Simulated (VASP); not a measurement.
Wanted: the native input for a VASP 6.6.1 run.

* Task: relaxation of cell and atoms
* Functional: PBE
* Potentials or basis: VASP PAW PBE potentials, release 64 (Si)
* Cutoff: 600 eV
* k mesh: 6 × 6 × 4
* Occupations: gaussian, width 0.1 eV
* Spin: no spin polarisation
* Dipole correction: no
* Further INCAR settings: ALGO = Fast; EDIFF = 1e-07; IBRION = 2; EDIFFG = -0.04; NSW = 90; ISIF = 3

The structure of Si lies in POSCAR:

```
Si
1.0
    3.5854480791      0.0000000000      0.0000000000
   -1.7927240395      3.1050891204      0.0000000000
    0.0000000000      0.0000000000      5.8554470188
Si
4
Direct
    0.0000000000      0.0000000000      0.5000000000
    0.0000000000      0.0000000000      0.0000000000
    0.3333333333      0.6666666667      0.7500000000
    0.6666666667      0.3333333333      0.2500000000
```

The cell was built by a generator and needn't be a form met in nature.

The input as run:

INCAR

```
ALGO = Fast ; EDIFF = 1E-7
EDIFFG = -0.04 ; ENCUT = 600
GGA = PE ; IBRION = 2
ISIF = 3 ; ISMEAR = 0
LASPH = T ; LCHARG = F
LREAL = F ; LWAVE = F
NELM = 80 ; NSW = 90
PREC = Accurate ; SIGMA = 0.1
```

KPOINTS

```
k-points
0
Gamma
  6 6 4
```

Potentials or basis: VASP PAW PBE potentials, release 64 (Si).

Launch:

```console
$ cat potpaw_PBE.64/Si/POTCAR > POTCAR
$ mpirun -np 1 vasp_std > vasp.out
```

Results of the run:

| Property | Result |
| --- | --- |
| Relaxed volume | 16.30 Å³/atom |
| Relaxed cell | a = 3.555 Å, b = 3.555 Å, c = 5.958 Å, α = 90.00°, β = 90.00°, γ = 120.00° |
| Space group after relaxing (to 0.05 Å) | P6_3/mmc (No. 194) |
| Energy gained by relaxing | 3.2 meV/atom |
| Ionic steps | 5 |
| Pressure after relaxing | 0.2 GPa |
| Band gap on the k mesh | none (metal or under the smearing width) |

Run time: 38 s on 1 thread of Intel(R) Xeon(R) Platinum 8488C (Sapphire Rapids), with other jobs on the host, peak memory 0.2 GiB.
